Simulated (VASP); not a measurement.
# SiC in VASP: one cell, several levels of theory, part 2 of 2

VASP 6.6.1, plane waves, PAW. The steps go on from the part before.

## 3. r2SCAN at this geometry

INCAR reads:

```
ENCUT = 520.000000
SIGMA = 0.010000
EDIFF = 1.00e-07
ALGO = Normal
METAGGA = R2SCAN
PREC = Accurate
IBRION = -1
ISIF = 2
ISMEAR = 0
NBANDS = 11
NELM = 120
NSW = 0
LASPH = .TRUE.
LCHARG = .FALSE.
LWAVE = .FALSE.
LREAL = .FALSE.
```

KPOINTS reads:

```
KPOINTS created by Atomic Simulation Environment
0
Gamma
10 10 10
0 0 0
```

KPOINTS_OPT reads:

```
special points
7
Reciprocal
0.0000000000 0.0000000000 0.0000000000 1
-0.5000000000 -0.5000000000 0.0000000000 1
-0.3750000000 -0.3750000000 0.2500000000 1
-0.3750000000 0.0000000000 0.3750000000 1
0.0000000000 0.0000000000 0.5000000000 1
-0.5000000000 -0.2500000000 0.2500000000 1
0.0000000000 0.5000000000 0.5000000000 1
```

POSCAR reads:

```
Si C
 1.0000000000000000
     0.0000000000000000    2.1998328745000002    2.1998328745000002
     2.1998328745000002    0.0000000000000000    2.1998328745000002
     2.1998328745000002    2.1998328745000002    0.0000000000000000
 Si  C
   1   1
Cartesian
  0.0000000000000000  0.0000000000000000  0.0000000000000000
  1.0999164372499999  1.0999164372499999  1.0999164372499999
```

Launch:

```console
$ mpirun -np 1 vasp_std
```

Printed to the terminal (iteration lines stand in OSZICAR):

```text
POSCAR found type information on POSCAR SiC
 POSCAR found :  2 types and       2 ions
 -----------------------------------------------------------------------------
|                                                                             |
|                                                                             |
|     You enforced a specific xc type in the INCAR file but a different       |
|     I HOPE YOU KNOW WHAT YOU ARE DOING!                                     |
|                                                                             |
 -----------------------------------------------------------------------------

 LDA part: xc-table for (None), standard interpolation
 POSCAR, INCAR and KPOINTS ok, starting setup
 FFT: planning ... GRIDC
 FFT: planning ... GRID_SOFT
 FFT: planning ... GRID
 WAVECAR not read
 entering main loop
 Start KPOINTS_OPT (optional k-point list driver)
k-point batch [1-7\7]
```

OSZICAR:

```text
N       E                     dE             d eps       ncg     rms          rms(c)
DAV:   1    -0.152621363256E+01   -0.15262E+01   -0.39412E+03  1082   0.618E+02
DAV:   2    -0.216258831803E+02   -0.20100E+02   -0.18855E+02  1289   0.113E+02
DAV:   3    -0.222589489665E+02   -0.63307E+00   -0.63172E+00  1276   0.162E+01
DAV:   4    -0.222614406658E+02   -0.24917E-02   -0.24916E-02  1175   0.129E+00
DAV:   5    -0.222614521351E+02   -0.11469E-04   -0.11469E-04  1259   0.821E-02    0.888E+00
DAV:   6    -0.192683486126E+02    0.29931E+01   -0.49572E+00  1166   0.104E+01    0.489E+00
DAV:   7    -0.193032866459E+02   -0.34938E-01   -0.47028E-01  1241   0.397E+00    0.240E+00
DAV:   8    -0.193134154229E+02   -0.10129E-01   -0.20068E-02  1132   0.108E+00    0.159E-01
DAV:   9    -0.193137381111E+02   -0.32269E-03   -0.44829E-04  1456   0.185E-01    0.130E-01
DAV:  10    -0.193138273928E+02   -0.89282E-04   -0.78302E-05  1145   0.776E-02    0.149E-02
DAV:  11    -0.193138254808E+02    0.19120E-05   -0.19862E-06  1307   0.888E-03    0.415E-03
DAV:  12    -0.193138256208E+02   -0.13993E-06   -0.11662E-07  1190   0.314E-03    0.398E-04
DAV:  13    -0.193138255918E+02    0.28992E-07   -0.23887E-09   679   0.329E-04
   1 F= -.19313826E+02 E0= -.19313826E+02  d E =-.256774E-99
       N       E                     dE             ncg
DAV:   1     0.679731684337E+03   -0.19302E+04      154
DAV:   2     0.536970809787E+03   -0.14276E+03      242
DAV:   3     0.533279936981E+03   -0.36909E+01      196
DAV:   4     0.533266674108E+03   -0.13263E-01      197
DAV:   5     0.533266617611E+03   -0.56497E-04      190
DAV:   6     0.533266617229E+03   -0.38166E-06      197
DAV:   7     0.533266617226E+03   -0.31848E-08      190
```

Parts of OUTCAR:

```text
k-points           NKPTS =     47   k-points in BZ     NKDIM =     47   number of bands    NBANDS=     11

   NELECT =       8.0000    total number of electrons

   dimension x,y,z NGX =    24 NGY =   24 NGZ =   24
   dimension x,y,z NGXF=    48 NGYF=   48 NGZF=   48

  energy-cutoff  :      520.00
  volume of cell :       21.29
      direct lattice vectors                 reciprocal lattice vectors
     0.000000000  2.199832875  2.199832875    -0.227289994  0.227289994  0.227289994
     2.199832875  0.000000000  2.199832875     0.227289994 -0.227289994  0.227289994
     2.199832875  2.199832875  0.000000000     0.227289994  0.227289994 -0.227289994

 k-points in reciprocal lattice and weights: KPOINTS created by Atomic Simulation Env
   0.00000000  0.00000000  0.00000000       0.001
   0.10000000  0.00000000  0.00000000       0.008
   0.20000000  0.00000000  0.00000000       0.008
   0.30000000  0.00000000  0.00000000       0.008
   0.40000000  0.00000000  0.00000000       0.008
   0.50000000  0.00000000  0.00000000       0.004
   0.10000000  0.10000000  0.00000000       0.006
   0.20000000  0.10000000  0.00000000       0.024
[... 39 more k-points ...]

 E-fermi :   7.8147

 k-point     1 :       0.0000    0.0000    0.0000
  band No.  band energies     occupation
      1      -8.2874      2.00000
      2       7.6669      2.00000
      3       7.6669      2.00000
      4       7.6669      2.00000
      5      14.1424      0.00000
      6      15.3053      0.00000
      7      15.3053      0.00000
      8      15.3053      0.00000
      9      22.7012      0.00000
     10      22.7012      0.00000
     11      24.9646      0.00000

 k-point     2 :       0.1000    0.0000    0.0000
  band No.  band energies     occupation
      1      -8.0896      2.00000
      2       6.6210      2.00000
      3       7.5277      2.00000
      4       7.5277      2.00000
      5      14.4409      0.00000
      6      15.5598      0.00000
      7      15.5598      0.00000
      8      15.6082      0.00000
      9      21.7887      0.00000
     10      21.7887      0.00000
     11      24.7909      0.00000

 k-point     3 :       0.2000    0.0000    0.0000
  band No.  band energies     occupation
      1      -7.5062      2.00000
      2       4.4383      2.00000
      3       7.2076      2.00000
      4       7.2076      2.00000
      5      14.1708      0.00000
      6      15.9466      0.00000
      7      15.9466      0.00000
      8      16.9220      0.00000
      9      21.1318      0.00000
     10      21.1318      0.00000
     11      23.8584      0.00000

 k-point     4 :       0.3000    0.0000    0.0000
  band No.  band energies     occupation
      1      -6.5787      2.00000
      2       2.0766      2.00000
      3       6.8768      2.00000
      4       6.8768      2.00000
      5      13.7574      0.00000
      6      15.8318      0.00000
      7      15.8318      0.00000
      8      18.0363      0.00000
      9      21.9844      0.00000
     10      21.9844      0.00000
     11      23.5577      0.00000

 k-point     5 :       0.4000    0.0000    0.0000
  band No.  band energies     occupation
      1      -5.4529      2.00000
      2       0.0116      2.00000
      3       6.6470      2.00000
      4       6.6470      2.00000
      5      13.4783      0.00000
      6      15.4601      0.00000
      7      15.4601      0.00000
      8      18.4156      0.00000
      9      23.9985      0.00000
     10      23.9985      0.00000
     11      24.1852      0.00000

 k-point     6 :       0.5000    0.0000    0.0000
  band No.  band energies     occupation
      1      -4.7680      2.00000
      2      -0.9970      2.00000
      3       6.5664      2.00000
      4       6.5665      2.00000
      5      13.3835      0.00000
      6      15.2925      0.00000
      7      15.2925      0.00000
      8      18.4455      0.00000
      9      24.7096      0.00000
     10      25.7155      0.00000
     11      25.7155      0.00000

 k-point     7 :       0.1000    0.1000    0.0000
  band No.  band energies     occupation
      1      -8.0236      2.00000
      2       6.8690      2.00000
      3       7.1816      2.00000
      4       7.1816      2.00000
      5      14.5001      0.00000
      6      14.9816      0.00000
      7      16.0418      0.00000
      8      16.0418      0.00000
      9      20.3747      0.00000
     10      23.0070      0.00000
     11      25.9492      0.00000

 k-point     8 :       0.2000    0.1000    0.0000
  band No.  band energies     occupation
      1      -7.5682      2.00000
      2       5.1671      2.00000
      3       6.7384      2.00000
      4       7.0172      2.00000
      5      14.1712      0.00000
      6      15.3827      0.00000
      7      16.6998      0.00000
      8      16.7336      0.00000
      9      19.6386      0.00000
     10      22.7435      0.00000
     11      25.4113      0.00000

 k-point     9 :       0.3000    0.1000    0.0000
  band No.  band energies     occupation
      1      -6.7519      2.00000
      2       2.9138      2.00000
      3       6.3858      2.00000
      4       6.6331      2.00000
      5      13.8834      0.00000
      6      15.6386      0.00000
      7      16.8241      0.00000
      8      17.1564      0.00000
      9      20.5683      0.00000
     10      23.1966      0.00000
     11      24.7260      0.00000

 k-point    10 :       0.4000    0.1000    0.0000
  band No.  band energies     occupation
      1      -5.6694      2.00000
      2       0.7584      2.00000
      3       6.1742      2.00000
      4       6.2215      2.00000
      5      13.6397      0.00000
      6      15.2811      0.00000
      7      16.3902      0.00000
      8      18.3079      0.00000
      9      21.8240      0.00000
     10      24.8465      0.00000
     11      25.0270      0.00000

 k-point    11 :       0.5000    0.1000    0.0000
  band No.  band energies     occupation
      1      -4.7154      2.00000
      2      -0.7115      2.00000
      3       5.8055      2.00000
      4       6.2731      2.00000
      5      13.6161      0.00000
      6      15.0296      0.00000
      7      15.9438      0.00000
      8      19.0472      0.00000
      9      23.3303      0.00000
     10      25.6928      0.00000
     11      25.7176      0.00000

 k-point    12 :      -0.4000    0.1000    0.0000
  band No.  band energies     occupation
      1      -4.9630      2.00000
      2      -0.3575      2.00000
      3       5.6189      2.00000
      4       6.5206      2.00000
      5      13.8371      0.00000
      6      15.0982      0.00000
      7      15.7644      0.00000
      8      19.0306      0.00000
      9      23.4438      0.00000
     10      24.0887      0.00000
     11      25.9890      0.00000

 k-point    13 :      -0.3000    0.1000    0.0000
  band No.  band energies     occupation
      1      -6.0494      2.00000
      2       1.4426      2.00000
      3       5.6665      2.00000
      4       6.9037      2.00000
      5      14.2011      0.00000
      6      15.5154      0.00000
      7      15.8593      0.00000
      8      18.3025      0.00000
      9      21.1733      0.00000
     10      23.4393      0.00000
     11      25.3912      0.00000

 k-point    14 :      -0.2000    0.1000    0.0000
  band No.  band energies     occupation
      1      -7.0620      2.00000
      2       3.6572      2.00000
      3       5.9797      2.00000
      4       7.3124      2.00000
      5      14.6327      0.00000
      6      15.8314      0.00000
      7      15.9177      0.00000
      8      17.2584      0.00000
      9      19.9612      0.00000
     10      22.4151      0.00000
     11      25.2429      0.00000

 k-point    15 :      -0.1000    0.1000    0.0000
  band No.  band energies     occupation
      1      -7.7629      2.00000
      2       5.6377      2.00000
      3       6.6496      2.00000
      4       7.5762      2.00000
      5      14.9045      0.00000
      6      15.2655      0.00000
      7      15.6300      0.00000
      8      16.6747      0.00000
      9      20.3460      0.00000
     10      21.8487      0.00000
     11      25.8441      0.00000

 k-point    16 :       0.2000    0.2000    0.0000
  band No.  band energies     occupation
      1      -7.2441      2.00000
      2       5.1500      2.00000
      3       6.1813      2.00000
      4       6.1813      2.00000
      5      13.0082      0.00000
      6      15.1416      0.00000
      7      17.7511      0.00000
      8      17.7511      0.00000
      9      19.0415      0.00000
     10      23.9172      0.00000
     11      27.9029      0.00000

[... the tables of k-points 17 to 47 left out ...]

  Total       -0.8675046     -0.8675046     -0.8675046      0.0000000      0.0000000     -0.0000000
  in kB      -65.2804773    -65.2804773    -65.2804773      0.0000000      0.0000000     -0.0000000
  external PRESSURE =     -65.2804773 kB  Pullay stress =       0.0000000 kB

 POSITION                                       TOTAL-FORCE (eV/Angst)
 -----------------------------------------------------------------------------------
      0.00000      0.00000      0.00000        -0.000000     -0.000000     -0.000000
      1.09992      1.09992      1.09992         0.000000      0.000000      0.000000
 -----------------------------------------------------------------------------------
    total drift:                               -0.000000     -0.000000     -0.000000

  FREE ENERGIE OF THE ION-ELECTRON SYSTEM (eV)
  ---------------------------------------------------
  free  energy   TOTEN  =       -19.3138255918 eV

  energy  without entropy=      -19.3138255918  energy(sigma->0) =      -19.31382559
```

Run time: 29 s. Hardware: 1 MPI rank of Intel Xeon Platinum 8488C, shared host; peak memory 0.15 GiB.

The levels at the points of KPOINTS_OPT are read from vasprun.xml.

Levels at the named points, in eV from the top of band v (v: the last filled band by count, c: the next):

```tsv
point	v−1	v	c	c+1
Γ	0.00	0.00	6.48	7.64
X	-3.28	-3.28	1.74	4.71
U	-5.58	-2.67	3.51	8.23
K	-5.58	-2.67	3.51	8.23
L	-1.10	-1.10	5.72	7.63
W	-5.05	-4.70	5.68	9.88
```

Gap with r2SCAN: 1.74 eV, valence top at Γ, conduction bottom at X. Least direct gap: 5.02 eV. The pressure is -6.53 GPa; the forces vanish within 0.01 eV/Å.

## 4. Summary

The summary covers parts 1 to 2.

| level | gap (eV) | pressure (GPa) |
| --- | --- | --- |
| PBE | 1.38 | -2.86 |
| r2SCAN | 1.74 | -6.53 |

What this shows: The gap spans 1.38 eV (PBE) to 1.74 eV (r2SCAN). The pressure is highest with PBE (-2.9 GPa) and lowest with r2SCAN (-6.5 GPa), which orders the cells that they would relax to.
